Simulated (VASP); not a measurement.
Runs of VASP 6.6.1 on CdF2. The structure is cubic, space group Fm-3m (No. 225). Conventional cell: a = 5.388 Å, b = 5.388 Å, c = 5.388 Å, α = 90.00°, β = 90.00°, γ = 90.00°. Cd (site symmetry m-3m) is surrounded by 8 F at 2.33 Å. F (site symmetry -43m) is surrounded by 4 Cd at 2.33 Å. 

```tsv
task	level	potentials or basis	cell	cutoff (eV)	gap on the mesh (eV)	pressure (GPa)
relaxation of cell and atoms	PBEsol	VASP PAW PBE potentials, release 64 (Cd, F)	relaxed	600	(b)	0.0
band structure	TB-mBJ	VASP PAW PBE potentials, release 64 (Cd, F)	Fm-3m, 13.08 Å³/atom	520	6.61	-
band structure	LDA	VASP PAW LDA potentials, release 64 (Cd, F)	Fm-3m, 13.08 Å³/atom	520	2.79	-5.1
band structure	r2SCAN	VASP PAW PBE potentials, release 64 (Cd, F)	Fm-3m, 13.08 Å³/atom	520	3.75	(a)
```

Alike in all rows: no spin polarisation; k mesh 10 × 10 × 10; smearing gaussian 0.03 eV.

Question: Estimate the missing entries.

Answer: (a) 0.6; (b) 2.90.

Caveats: the PAW data sets were made with another functional, which shifts forces and pressure a little (some runs).

A k mesh can miss the band edges, and the runs leave out spin-orbit coupling on Cd.

Runs at the PBE level aren't shown here.
